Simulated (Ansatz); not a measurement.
Electric field gradients in ZnS under strain

The cell is a COD entry, relaxed with PBE at fixed cell and then changed (z stretched by 3 %, ions relaxed).

```cif
data_structure
_symmetry_space_group_name_H-M 'P 1'
_symmetry_Int_Tables_number 1
_cell_length_a 16.2466
_cell_length_b 16.2466
_cell_length_c 16.2466
_cell_angle_alpha 13.538
_cell_angle_beta 13.538
_cell_angle_gamma 13.538
_cell_volume 204.47
loop_
_atom_site_label
_atom_site_type_symbol
_atom_site_fract_x
_atom_site_fract_y
_atom_site_fract_z
_atom_site_occupancy
Zn1 Zn 0.00034 0.00034 0.00034 1
Zn2 Zn 0.73364 0.73364 0.73364 1
Zn3 Zn 0.46692 0.46692 0.46692 1
Zn4 Zn 0.86694 0.86694 0.86694 1
Zn5 Zn 0.60031 0.60031 0.60031 1
S6 S 0.04976 0.04976 0.04976 1
S7 S 0.78300 0.78300 0.78300 1
S8 S 0.51632 0.51632 0.51632 1
S9 S 0.91636 0.91636 0.91636 1
S10 S 0.64974 0.64974 0.64974 1
```

Sites (sets of like atoms) are named by element and the number of their first atom in this list.

The numbers come from a DFT calculation in Ansatz (PBE, plane waves and PAW, scalar-relativistic, 420 eV cutoff, Γ-centred 13×13×13 k-points, Fermi–Dirac smearing 0.02 eV).

V_zz is the principal component of the electric field gradient with the largest magnitude, η = (V_xx − V_yy)/V_zz and C_Q = eQV_zz/h.

⁶⁷Zn: I = 5/2, Q = 122.0 mb; S-33: I = 3/2, Q = -69.40 mb. Q values from Pyykkö, Mol. Phys. 116, 1328 (2018).

(1) What field gradients does the calculation give at each kind of site?

Answers

(1) 

```csv
site,atoms (order as listed),first shell,"V_xx, V_yy, V_zz (10²¹ V/m²)",η,C_Q (MHz)
Zn1,1,4 S at 2.36–2.39 Å,"-0.13, -0.13, 0.27",0.00,0.782
Zn2,2,4 S at 2.36–2.38 Å,"-0.17, -0.17, 0.34",0.00,1.02
Zn3,3,4 S at 2.36–2.39 Å,"-0.12, -0.12, 0.24",0.00,0.705
Zn4,4,4 S at 2.36–2.39 Å,"-0.14, -0.14, 0.29",0.00,0.846
Zn5,5,4 S at 2.36–2.39 Å,"-0.14, -0.14, 0.28",0.00,0.835
S6,6,4 Zn at 2.36–2.39 Å,"-0.50, -0.50, 1.00",0.00,-1.68
S7,7,4 Zn at 2.36–2.38 Å,"-0.47, -0.47, 0.94",0.00,-1.58
S8,8,4 Zn at 2.36–2.39 Å,"-0.53, -0.53, 1.06",0.00,-1.78
S9,"9, 10",4 Zn at 2.36–2.39 Å,"-0.54, -0.54, 1.08",0.00,-1.81
```

An axis of threefold or higher order runs through Zn1, Zn2, Zn3, Zn4, Zn5 and S6 and others, so V_zz lies along it and η is zero.
